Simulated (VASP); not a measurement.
**Shielding tensors and field gradients of KF**

What are the shielding tensors of KF? The cell is of the CsCl type, one of the forms listed for this formula, which need not be the common one. The start is a computed cell from the Materials Project.

Main program and level: VASP 6.6.1; LDA; plane waves and PAW (K_sv, F), in the first sound run; inputs show where later runs differ.

## (1) Starting point

The structure is cubic, space group Pm-3m (No. 221). The conventional cell has a = 3.259 Å, b = 3.259 Å, c = 3.259 Å, α = 90.00°, β = 90.00°, γ = 90.00°. Nearest to K lie 8 F at 2.82 Å. Nearest to F lie 8 K at 2.82 Å. Farther neighbours and most contacts between anions are not listed.

Structure file:

```
K F
1.0
     3.25895    0.00000    0.00000
     0.00000    3.25895    0.00000
     0.00000    0.00000    3.25895
K F
1 1
Direct
  0.00000 0.00000 0.00000
  0.50000 0.50000 0.50000
```

## (2) Ground state

The next steps need an insulator, so the gap is checked first.

Contents of INCAR:

```
SYSTEM = KF
PREC = Accurate
ENCUT = 520
EDIFF = 1E-07
NELM = 100
ISMEAR = 0
SIGMA = 0.01
LREAL = .FALSE.
ALGO = Normal
GGA = CA
NBANDS = 14
LORBIT = 11
LWAVE = .FALSE.
LCHARG = .FALSE.
KPAR = 4
```

Contents of POSCAR:

```
KF
1.0
    3.2589550000      0.0000000000      0.0000000000
    0.0000000000      3.2589550000      0.0000000000
    0.0000000000      0.0000000000      3.2589550000
K F
1 1
Direct
    0.0000000000      0.0000000000      0.0000000000
    0.5000000000      0.5000000000      0.5000000000
```

Contents of KPOINTS:

```
Automatic mesh
0
Gamma
6 6 6
0 0 0
```

The projector-augmented-wave data sets are K_sv and F (PBE family, release 64).

Started as:

```
> mpirun -np 4 vasp_std
```

The program printed:

```text
[banner, memory and clock lines left out]
running    4 mpi-ranks, on    1 nodes
 distrk:  each k-point on    1 cores,    4 groups
 distr:  one band on    1 cores,    1 groups

 POSCAR found type information on POSCAR K F
 POSCAR found :  2 types and       2 ions
|                                                                             |
|               ----> ADVICE to this user running VASP <----                  |
|                                                                             |
|     You enforced a specific xc type in the INCAR file but a different       |
|     [... a line on the potential file left out ...]
|     I HOPE YOU KNOW WHAT YOU ARE DOING!                                     |
|                                                                             |

 LDA part: xc-table for (Slater(with rela. corr.)+CA(PZ))
 , standard interpolation
 POSCAR, INCAR and KPOINTS ok, starting setup
 FFT: planning ... GRIDC
 FFT: planning ... GRID_SOFT
 FFT: planning ... GRID
 WAVECAR not read
 entering main loop
       N       E                     dE             d eps       ncg     rms          rms(c)
DAV:   1     0.107811222166E+03    0.10781E+03   -0.85680E+03   560   0.113E+03
DAV:   2    -0.623347128640E+01   -0.11404E+03   -0.10431E+03   732   0.298E+02
DAV:   3    -0.994170201699E+01   -0.37082E+01   -0.36968E+01   666   0.491E+01
DAV:   4    -0.100294587450E+02   -0.87757E-01   -0.87701E-01   770   0.685E+00
DAV:   5    -0.100309601078E+02   -0.15014E-02   -0.15014E-02   678   0.795E-01    0.536E+00
DAV:   6    -0.906026372165E+01    0.97070E+00   -0.24238E+00   608   0.134E+01    0.419E+00
DAV:   7    -0.899243325974E+01    0.67830E-01   -0.92319E-02   678   0.253E+00    0.243E+00
DAV:   8    -0.895123525969E+01    0.41198E-01   -0.51838E-02   644   0.230E+00    0.378E-01
DAV:   9    -0.895138185683E+01   -0.14660E-03   -0.36160E-03   646   0.600E-01    0.114E-01
DAV:  10    -0.895132886792E+01    0.52989E-04   -0.29770E-04   702   0.166E-01    0.826E-02
DAV:  11    -0.895134535423E+01   -0.16486E-04   -0.25175E-05   658   0.522E-02    0.112E-02
DAV:  12    -0.895134056885E+01    0.47854E-05   -0.73185E-06   644   0.271E-02    0.204E-03
DAV:  13    -0.895134081398E+01   -0.24513E-06   -0.72406E-07   684   0.743E-03    0.234E-03
DAV:  14    -0.895134066353E+01    0.15046E-06   -0.27954E-07   632   0.474E-03    0.317E-04
DAV:  15    -0.895134066451E+01   -0.98612E-09   -0.11676E-08   280   0.953E-04
   1 F= -.89513407E+01 E0= -.89513407E+01  d E =-.118273E-36
```

Elapsed: 1.4 s, on 4 MPI ranks of Intel Xeon 6975P-C (Granite Rapids), shared host; peak memory 0.47 GiB.

The logs omit lines about the potential files and the build; timing stands in the text.

Parts of OUTCAR (step 2):

```text
ion  position               nearest neighbor table
   1  0.000  0.000  0.000-   2 2.82   2 2.82   2 2.82   2 2.82   2 2.82   2 2.82   2 2.82   2 2.82

  LATTYP: Found a simple cubic cell.
 ALAT       =     3.2589550000

 Subroutine GETGRP returns: Found 48 space group operations
 (whereof 48 operations were pure point group operations)

The static configuration has the point symmetry O_h .

 Found     20 irreducible k-points:

   k-points           NKPTS =     20   k-points in BZ     NKDIM =     20   number of bands    NBANDS=     14

   dimension x,y,z NGX =    24 NGY =   24 NGZ =   24
   dimension x,y,z NGXF=    48 NGYF=   48 NGZF=   48

   ENCUT  =  520.0 eV  38.22 Ry    6.18 a.u.   6.06  6.06  6.06*2*pi/ulx,y,z

   NELECT =      16.0000    total number of electrons

 k-points in reciprocal lattice and weights: Automatic mesh
   0.00000000  0.00000000  0.00000000       0.005
   0.16666667  0.00000000  0.00000000       0.028
   0.33333333  0.00000000  0.00000000       0.028
   0.50000000  0.00000000  0.00000000       0.014
   0.16666667  0.16666667  0.00000000       0.056
   0.33333333  0.16666667  0.00000000       0.111
   0.50000000  0.16666667  0.00000000       0.056
   0.33333333  0.33333333  0.00000000       0.056
   0.50000000  0.33333333  0.00000000       0.056
[...]
0.50000000  0.50000000  0.33333333       0.028
   0.50000000  0.50000000  0.50000000       0.005

 average (electrostatic) potential at core
       1 -35.9900       2 -77.3188

 E-fermi :  -2.3998

 k-point     1 :       0.0000    0.0000    0.0000
  band No.  band energies     occupation
    ...
      4     -12.2300      2.00000
      5     -12.2300      2.00000
      6      -2.5375      2.00000
      7      -2.5375      2.00000
      8      -2.5375      2.00000
      9       3.4253      0.00000
     10       5.5904      0.00000
     11       5.5904      0.00000
     12      11.3858      0.00000
     13      11.3858      0.00000
    ...

 k-point     2 :       0.1667    0.0000    0.0000
  band No.  band energies     occupation
    ...
      4     -12.2006      2.00000
      5     -12.2006      2.00000
      6      -2.8967      2.00000
      7      -2.5658      2.00000
      8      -2.5658      2.00000
      9       4.1475      0.00000
     10       5.8083      0.00000
     11       6.2045      0.00000
     12      10.9160      0.00000
     13      10.9160      0.00000
    ...

 k-point     3 :       0.3333    0.0000    0.0000
  band No.  band energies     occupation
    ...
      4     -12.1409      2.00000
      5     -12.1409      2.00000
      6      -3.5021      2.00000
      7      -2.6254      2.00000
      8      -2.6254      2.00000
      9       5.6743      0.00000
     10       6.3228      0.00000
     11       7.4883      0.00000
     12      10.1794      0.00000
     13      10.1794      0.00000
    ...

  Total       -1.2403498     -1.2403498     -1.2403498      0.0000000      0.0000000     -0.0000000
  in kB      -57.4142490    -57.4142490    -57.4142490      0.0000000      0.0000000     -0.0000000
  external PRESSURE =     -57.4142490 kB  Pullay stress =       0.0000000 kB

  energy-cutoff  :      520.00
  volume of cell :       34.61
      direct lattice vectors                 reciprocal lattice vectors
     3.258955000  0.000000000  0.000000000     0.306846827  0.000000000  0.000000000
     0.000000000  3.258955000  0.000000000     0.000000000  0.306846827  0.000000000
     0.000000000  0.000000000  3.258955000     0.000000000  0.000000000  0.306846827

 POSITION                                       TOTAL-FORCE (eV/Angst)
 -----------------------------------------------------------------------------------
      0.00000      0.00000      0.00000         0.000000      0.000000      0.000000
      1.62948      1.62948      1.62948         0.000000      0.000000      0.000000
 -----------------------------------------------------------------------------------
    total drift:                                0.000000      0.000000     -0.000000

  FREE ENERGIE OF THE ION-ELECTRON SYSTEM (eV)
  ---------------------------------------------------
  free  energy   TOTEN  =        -8.9513406645 eV

  energy  without entropy=       -8.9513406645  energy(sigma->0) =       -8.95134066

 total charge
# of ion       s       p       d       tot
------------------------------------------
    1        1.952   5.517   0.030   7.499
    2        1.721   4.311   0.000   6.032
--------------------------------------------------
tot          3.672   9.828   0.030  13.531

[... 3 further parts left out ...]
```

The gap is read on the k-mesh alone, so it is an upper bound where the band edges lie off the mesh. The PAW data sets were made with PBE, though LDA sets exist; this is a small mismatch.

A gap read on the k-mesh alone can miss the band edges.

Numbers from this step:

```yaml
free_energy_toten: -8.951 eV
fermi_energy: -2.400 eV
pressure: -5.741 GPa
gap_on_the_k_mesh: 5.912 eV
least_direct_gap_on_the_k_mesh: 5.963 eV
```

The cell has a gap of 5.91 eV on this mesh and a pressure of -5.7 GPa, which holds the misfit of the given cell and coordinates with this functional, and any error of cutoff, mesh and data sets.

(Part 1 of 2 ends here.)

[Lines on the potential files, build, host, timing and source positions are cut from VASP's logs without a mark.]

[Logs are printed without paths, hosts, clocks, repeated set-up lines and the standing remarks that a program may print on its own settings, such as how far it seeks lower states.]

[Hosts, paths, dates, database ids (printed as entryN), source tags and the programs' standing remarks are cut or masked in the printed files.]
